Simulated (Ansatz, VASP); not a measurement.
## ZnO in VASP and in Ansatz

```
Zn O
1.0
     3.24940    0.00000    0.00000
    -1.62470    2.81406    0.00000
     0.00000    0.00000    5.20380
Zn O
2 2
Direct
  0.33333 0.66667 0.00000
  0.66667 0.33333 0.50000
  0.33333 0.66667 0.38210
  0.66667 0.33333 0.88210
```

Alike in both runs: task single point; functional PBEsol; k mesh 9 × 9 × 6; occupations gaussian, width 0.05 eV; no spin polarisation.

|  | VASP | Ansatz |
| --- | --- | --- |
| version | VASP 6.6.1 | Ansatz 0.2.0 |
| potentials or method | VASP PAW PBE potentials, release 64 (Zn, O) | scalar-relativistic, plane waves, PAW |
| plane-wave cutoff (eV) | 520 | 420 |
| valence electrons in the cell | 36 | 36 |

```csv
,VASP,Ansatz,Ansatz less VASP
gap on the k mesh at the Fermi level (eV),0.68,0.70,+0.015
least direct gap on the mesh (eV),0.68,0.70,+0.015
pressure (GPa),-0.6,-1.4,-0.84
largest component of the traceless stress (GPa),0.25,0.26,+0.015
rms of the force components (eV/Å),0.020,0.020,-0.0007
```

Atom by atom the forces differ by 0.001 eV/Å (rms over components).

Caveats: the PAW data sets were made with another functional, which shifts forces and pressure a little (VASP).
